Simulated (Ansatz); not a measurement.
# Sb (I4/mmm) in Ansatz: notebook

Runs on Sb. Level: r2SCAN. Tasks: single point, equation of state.

Program: Ansatz 0.2.0. These are calculated values, not measurements. Logs are shortened: lines on timing, memory, paths and dates and some standing lists are left out, and cuts for length are marked.

## (1) The structure

Symmetry: I4/mmm, No. 139, tetragonal system. Conventional cell: a = 3.153 Å, b = 3.153 Å, c = 5.424 Å, α = 90.00°, β = 90.00°, γ = 90.00°. Sb (site symmetry 4/mmm) is surrounded by 12 Sb at 3.15 to 3.51 Å.

This isn't the form of Sb at room conditions, which is rhombohedral.

## (2) Single point, r2SCAN, 25.34 Å³/atom (volume scaled by 0.94)

The input, input.yaml:

```yaml
crystal:
  lattice:
    - [-1.5443568632, 1.5443568632, 2.656577215]
    - [1.5443568632, -1.5443568632, 2.656577215]
    - [1.5443568632, 1.5443568632, -2.656577215]
  atoms:
    - { symbol: Sb, position: [0.0, 0.0, 0.0] }
hamiltonian:
  xc: r2scan
  pseudopotentials: { kind: paw }
kpoints:
  mp_grid: { grid: [12, 12, 12] }
scf:
  occupations: { method: fermi_dirac, width: 0.05 }
output:
  forces: true
  stress: true
  eigenvalues: true
```

Potentials or basis: Ansatz PAW.

Launch:

```console
$ ansatz run input.yaml --threads 2 --pin off --max-ram 5632MiB --backend cpu --events-out ev --progress --plain --runs-dir out
```

The program printed:

```text
Warning: RAYON_NUM_THREADS=2 ignored (pool sized by the plan → 2); use --threads N
Engine: ansatz 0.2.0, x86_64-unknown-linux-gnu
Pseudopotentials: kind: paw
Pseudopotential: Sb, paw, valence charge 15, recommended cutoff 500 eV (meta_gga), Sb.paw.azcp
Functional definition: r2SCAN
  parameter k0 = 0.174
  parameter k1 = 0.065
  parameter a1 = 4.9479
  exchange = r2scan_x(k0 = k0, k1 = k1, a1 = a1)
  correlation = r2scan_c
Crystal: 1 atoms, lattice volume = 25.344 Å³
Basis set: ecut = 500 eV, 637 PW (Γ), exchange–correlation on 108×108×108 points (64 copies of the dense FFT grid, shifted against one another)
Bands: 12, of which v1, the nominal top of the filled ones, is band 8 counted from 1 (7 counted from 0)
Symmetry: 16 space group operations
Space group: I4/mmm (ITA 139), of the structure as read, at distance tolerance 2.9e-5 Å
k-points: 163 of 1728
Non-local potential: Sb, projectors of the file, l = 0: 2, l = 1: 2, l = 2: 2, l = 3: 2
PAW form: soft (Blöchl's): semilocal exchange-correlation on the pseudo side does not see the compensation charge
PAW frozen core: Sb, regenerated for the run's functional (the file was generated under x = pbe(κ = 0.804, μ = 0.2195149727645171), c = pbe(β = 0.06672455060314922))
PAW one-centre angular grid: Sb, 590 points (default); XC on 160 Gauss nodes
Initial density: superposition of atomic densities (neutral atoms: chi_scale 0, normalization atom), corrected by the library's trained network
Initial wavefunctions: pseudopotential atomic-orbital guess
Functional: x = r2scan, c = r2scan; τ floored in thin density (d = 2e-4 eV/Å³)
SCF iter   1: F=—  HF=-6498.647400 eV  |F-HF|=—  |Δ(HF+E_count)|=         —  Δρ=4.77e-3  dr2=2.32e-3  dr2_τ=3.33e-4  ethr=1.77e-3  ⟨swp⟩=5.4  Hψ=11876  notcnv=0
preconditioner: auto → Kerker (q_TF=auto, 2.500 Å⁻¹)  [metal: Δε(μ)=0.105 eV  Ē_g=13.674 eV  σ=0.050 eV  W_gap=0.39  n_scr=10 (ndim 8)  ℏωp=16.5 eV  f_vac=0.000  D(μ)=0.64/eV (n_scr^D=0)]
SCF iter   2: F=—  HF=-6498.657693 eV  |F-HF|=—  |Δ(HF+E_count)|=   1.03e-2  Δρ=2.68e-3  dr2=8.86e-4  dr2_τ=1.24e-5  ethr=1.54e-5  ⟨swp⟩=2.4  Hψ=5084  notcnv=0  defer=51
SCF iter   3: F=—  HF=-6498.658169 eV  |F-HF|=—  |Δ(HF+E_count)|=   4.76e-4  Δρ=6.74e-4  dr2=7.94e-5  dr2_τ=4.94e-6  ethr=5.91e-6  ⟨swp⟩=2.0  Hψ=2309  notcnv=0  defer=51
SCF iter   4: F=—  HF=-6498.658205 eV  |F-HF|=—  |Δ(HF+E_count)|=   3.60e-5  Δρ=1.63e-4  dr2=4.49e-6  dr2_τ=7.73e-8  ethr=5.29e-7  ⟨swp⟩=2.9  Hψ=3048  notcnv=0  defer=51
SCF iter   5: F=—  HF=-6498.658210 eV  |F-HF|=—  |Δ(HF+E_count)|=   4.65e-6  Δρ=4.47e-5  dr2=5.63e-7  dr2_τ=1.54e-8  ethr=2.99e-8  ⟨swp⟩=2.0  Hψ=2314  notcnv=0  defer=51
SCF iter   6: F=-6498.658210 eV  HF=-6498.658210 eV  |F-HF|=3.60e-8  |Δ(HF+E_count)|=   6.81e-7  Δρ=1.29e-5  dr2=5.87e-8  dr2_τ=4.36e-10  ethr=6.67e-10  ⟨swp⟩=7.4  Hψ=9411  notcnv=0
SCF 1 converged in 6 iterations: F = -6498.658210 eV  dr2 = 5.87e-8
SCF converged after 6 iterations
Free energy (F): -6498.658210 eV
Harris-Foulkes:  -6498.658210 eV  (|F-HF|=3.60e-8)
Internal energy: -6498.652828 eV  (E = F + TS)
E sigma→0 (E₀):  -6498.655519 eV
Entropy (-TS):   -0.005382 eV (-5.382 meV/atom)
Fermi energy:    12.662992 eV
--- Per-component energies (eV) ---
  E_band       = -141.004534
  E_kinetic    = 206.993526
  E_local      = -1389.740555  (includes V_loc(G=0)·N_el)
  E_nonlocal   = 362.564209
  E_hartree    = 640.501960
  E_xc         = -127.737411
  E_vxc        = -103.539917  (∫ρ·V_xc dr)
  E_paw        = -4601.186376  (= ΣΔE_a)
  E_vpaw       = -505.338311  (= ΣTr[D̂ρ^β])
  E_aug_tail   = -0.000001  (compensation charges beyond the density's cutoff)
  E_vtau       = 7.056744  (kinetic-family band-sum trace: ∫τ·v_τ [+ j·A + Jᵃ·Aᵃ] dr)
  E_ewald      = -1590.554216
  E_core_change = 0.506037  (= ΣΔE_core)
  E_smearing   = -0.005382  (= −TS)
  E_closure    = -0.000000  (closes the sum)
  Σ components = -6498.658210   (vs F -6498.658210, Δ=0.00e0)
--- Forces (eV/Å), atoms counted from 1 ---
  atom   1  Sb     0.00000000     0.00000000     0.00000000
  max |Σ_I F_I| component: 1.97e-31 eV/Å
--- Stress (GPa, compression-positive) ---
        5.933862       0.000000       0.000000
        0.000000       5.933862       0.000000
        0.000000      -0.000000       6.011874
  P = ⅓ Tr σ = 5.9599 GPa (59.599 kbar)
--- Band table (eV; the first three rows and the last of 163) ---
  k-point 0: bands = ["-17.6551", "-17.5962", "-17.5481", "-17.5481", "-17.4728", "-1.4728", "18.0045", "18.8624", "18.8624", "23.1817", "23.9307", "24.8160"]
  k-point 1: bands = ["-17.6377", "-17.5897", "-17.5531", "-17.5457", "-17.4792", "-1.2376", "17.5441", "17.5967", "18.0582", "22.1362", "23.7999", "24.7707"]
  k-point 2: bands = ["-17.5898", "-17.5725", "-17.5667", "-17.5392", "-17.4968", "-0.5329", "15.6041", "16.3861", "16.4272", "20.3688", "23.8963", "24.1042"]
  k-point 162: bands = ["-17.6819", "-17.6125", "-17.4777", "-17.4777", "-17.4553", "2.8774", "6.2103", "14.9856", "14.9856", "18.9591", "19.6781", "35.2744"]
```

Run time: 2.5 s. Hardware: 2 threads of Intel Xeon Platinum 8488C (Sapphire Rapids), shared host; peak memory 0.48 GiB.

Results:

| Item | Value |
| --- | --- |
| Free energy | -6498.6582 eV |
| Pressure | 6.0 GPa |
| Band gap on the k mesh | none (metal or under the smearing width) |

Caveat: the PAW data sets come from PBE, with cores solved anew for the run's functional, which leaves a small shift of forces and pressure.

## (3) Single point, r2SCAN, 25.88 Å³/atom (volume scaled by 0.96)

The input, input.yaml:

```yaml
crystal:
  lattice:
    - [-1.5552329741, 1.5552329741, 2.6752861216]
    - [1.5552329741, -1.5552329741, 2.6752861216]
    - [1.5552329741, 1.5552329741, -2.6752861216]
  atoms:
    - { symbol: Sb, position: [0.0, 0.0, 0.0] }
hamiltonian:
  xc: r2scan
  pseudopotentials: { kind: paw }
kpoints:
  mp_grid: { grid: [12, 12, 12] }
scf:
  occupations: { method: fermi_dirac, width: 0.05 }
output:
  forces: true
  stress: true
  eigenvalues: true
  write_density: true
  write_potential: true
  elf: true
  volumetric_format: npy
```

Potentials or basis: Ansatz PAW.

Launch:

```console
$ ansatz run input.yaml --threads 2 --pin off --max-ram 5632MiB --backend cpu --events-out ev --progress --plain --runs-dir out
```

Run time: 3.6 s. Hardware: 2 threads of Intel Xeon Platinum 8488C (Sapphire Rapids), shared host; peak memory 0.49 GiB.

The run converged. Its results:

```yaml
Free_energy: -6498.6752 eV
Pressure: 4.2 GPa
Band_gap_on_the_k_mesh: none (metal or under the smearing width)
```

Caveat: the PAW data sets come from PBE, with cores solved anew for the run's functional, which leaves a small shift of forces and pressure.

## (4) Single point, r2SCAN, 26.42 Å³/atom (volume scaled by 0.98)

The input, input.yaml:

```yaml
crystal:
  lattice:
    - [-1.5659590577, 1.5659590577, 2.6937369538]
    - [1.5659590577, -1.5659590577, 2.6937369538]
    - [1.5659590577, 1.5659590577, -2.6937369538]
  atoms:
    - { symbol: Sb, position: [0.0, 0.0, 0.0] }
hamiltonian:
  xc: r2scan
  pseudopotentials: { kind: paw }
kpoints:
  mp_grid: { grid: [12, 12, 12] }
scf:
  occupations: { method: fermi_dirac, width: 0.05 }
output:
  forces: true
  stress: true
  eigenvalues: true
```

Launch:

```console
$ ansatz run input.yaml --threads 2 --pin off --max-ram 5632MiB --backend cpu --events-out ev --progress --plain --runs-dir out
```

It took 2.5 s on 2 threads of Intel Xeon Platinum 8488C (Sapphire Rapids), shared host; peak memory 0.48 GiB.

It converged, with:

* Free energy: -6498.6867 eV
* Pressure: 2.6 GPa
* Band gap on the k mesh: none (metal or under the smearing width)

Caveat: the PAW data sets come from PBE, with cores solved anew for the run's functional, which leaves a small shift of forces and pressure.

## (5) Single point, r2SCAN, 26.96 Å³/atom

Changes to input.yaml since step 4:

```diff
@@ -2,5 +2,5 @@
   lattice:
-    - [-1.5659590577, 1.5659590577, 2.6937369538]
-    - [1.5659590577, -1.5659590577, 2.6937369538]
-    - [1.5659590577, 1.5659590577, -2.6937369538]
+    - [-1.5765401831, 1.5765401831, 2.7119384313]
+    - [1.5765401831, -1.5765401831, 2.7119384313]
+    - [1.5765401831, 1.5765401831, -2.7119384313]
   atoms:
```

Launch:

```console
$ ansatz run input.yaml --threads 2 --pin off --max-ram 5632MiB --backend cpu --events-out ev --progress --plain --runs-dir out
```

Run time: 2.5 s. Hardware: 2 threads of Intel Xeon Platinum 8488C (Sapphire Rapids), shared host; peak memory 0.49 GiB.

The run converged. Its results:

- Free energy: -6498.6931 eV
- Pressure: 1.2 GPa
- Band gap on the k mesh: none (metal or under the smearing width)

Caveat: the PAW data sets come from PBE, with cores solved anew for the run's functional, which leaves a small shift of forces and pressure.

## (6) Single point, r2SCAN, 27.50 Å³/atom (volume scaled by 1.02)

The input, input.yaml:

```yaml
crystal:
  lattice:
    - [-1.5869811508, 1.5869811508, 2.7298988119]
    - [1.5869811508, -1.5869811508, 2.7298988119]
    - [1.5869811508, 1.5869811508, -2.7298988119]
  atoms:
    - { symbol: Sb, position: [0.0, 0.0, 0.0] }
hamiltonian:
  xc: r2scan
  pseudopotentials: { kind: paw }
kpoints:
  mp_grid: { grid: [12, 12, 12] }
scf:
  occupations: { method: fermi_dirac, width: 0.05 }
output:
  forces: true
  stress: true
  eigenvalues: true
  write_density: true
  write_potential: true
  elf: true
  volumetric_format: npy
```

Potentials or basis: Ansatz PAW.

Launch:

```console
$ ansatz run input.yaml --threads 2 --pin off --max-ram 5632MiB --backend cpu --events-out ev --progress --plain --runs-dir out
```

Run time: 3.4 s. Hardware: 2 threads of Intel Xeon Platinum 8488C (Sapphire Rapids), shared host; peak memory 0.5 GiB.

Results (log left out):

```
Free energy            : -6498.6949 eV
Pressure               : -0.1 GPa
Band gap on the k mesh : none (metal or under the smearing width)
```

Caveat: the PAW data sets come from PBE, with cores solved anew for the run's functional, which leaves a small shift of forces and pressure.

## (7) Single point, r2SCAN, 28.04 Å³/atom (volume scaled by 1.04)

The input, input.yaml:

```yaml
crystal:
  lattice:
    - [-1.597286512, 1.597286512, 2.7476259243]
    - [1.597286512, -1.597286512, 2.7476259243]
    - [1.597286512, 1.597286512, -2.7476259243]
  atoms:
    - { symbol: Sb, position: [0.0, 0.0, 0.0] }
hamiltonian:
  xc: r2scan
  pseudopotentials: { kind: paw }
kpoints:
  mp_grid: { grid: [12, 12, 12] }
scf:
  occupations: { method: fermi_dirac, width: 0.05 }
output:
  forces: true
  stress: true
  eigenvalues: true
```

Launch:

```console
$ ansatz run input.yaml --threads 2 --pin off --max-ram 5632MiB --backend cpu --events-out ev --progress --plain --runs-dir out
```

Run time: 3.1 s. Hardware: 2 threads of Intel Xeon Platinum 8488C (Sapphire Rapids), shared host; peak memory 0.49 GiB.

It converged, with:

| Property | Result |
| --- | --- |
| Free energy | -6498.6928 eV |
| Pressure | -1.2 GPa |
| Band gap on the k mesh | none (metal or under the smearing width) |

Caveat: the PAW data sets come from PBE, with cores solved anew for the run's functional, which leaves a small shift of forces and pressure.

## (8) Single point, r2SCAN, 28.58 Å³/atom (volume scaled by 1.06)

The input, input.yaml:

```yaml
crystal:
  lattice:
    - [-1.6074605858, 1.6074605858, 2.7651271982]
    - [1.6074605858, -1.6074605858, 2.7651271982]
    - [1.6074605858, 1.6074605858, -2.7651271982]
  atoms:
    - { symbol: Sb, position: [0.0, 0.0, 0.0] }
hamiltonian:
  xc: r2scan
  pseudopotentials: { kind: paw }
kpoints:
  mp_grid: { grid: [12, 12, 12] }
scf:
  occupations: { method: fermi_dirac, width: 0.05 }
output:
  forces: true
  stress: true
  eigenvalues: true
  write_density: true
  write_potential: true
  elf: true
  volumetric_format: npy
```

Launch:

```console
$ ansatz run input.yaml --threads 2 --pin off --max-ram 5632MiB --backend cpu --events-out ev --progress --plain --runs-dir out
```

Run time: 4.1 s. Hardware: 2 threads of Intel Xeon Platinum 8488C (Sapphire Rapids), shared host; peak memory 0.49 GiB.

It converged, with:

* Free energy: -6498.6870 eV
* Pressure: -2.2 GPa
* Band gap on the k mesh: none (metal or under the smearing width)

Caveat: the PAW data sets come from PBE, with cores solved anew for the run's functional, which leaves a small shift of forces and pressure.

## (9) Equation of state, r2SCAN

Potentials or basis: Ansatz PAW.

No new run: the results of the series are fitted here.

What came out:

```yaml
Equilibrium_volume: 27.47 Å³/atom
Bulk_modulus_at_fixed_shape_and_positions: 61 GPa
Pressure_derivative_of_the_bulk_modulus: 4.6
```

Energy against volume, from the lowest point:
```
volume (Å³/atom)  energy (meV/atom)
          25.344              36.74
          25.883              19.70
          26.423               8.28
          26.962               1.89
          27.501               0.00
          28.040               2.15
          28.580               7.92
```

Caveat: the cell was scaled at fixed shape and fractional positions, which overstates the stiffness of a crystal with free parameters, most of all of layers and chains; the PAW data sets were made with another functional, which shifts forces and pressure a little.
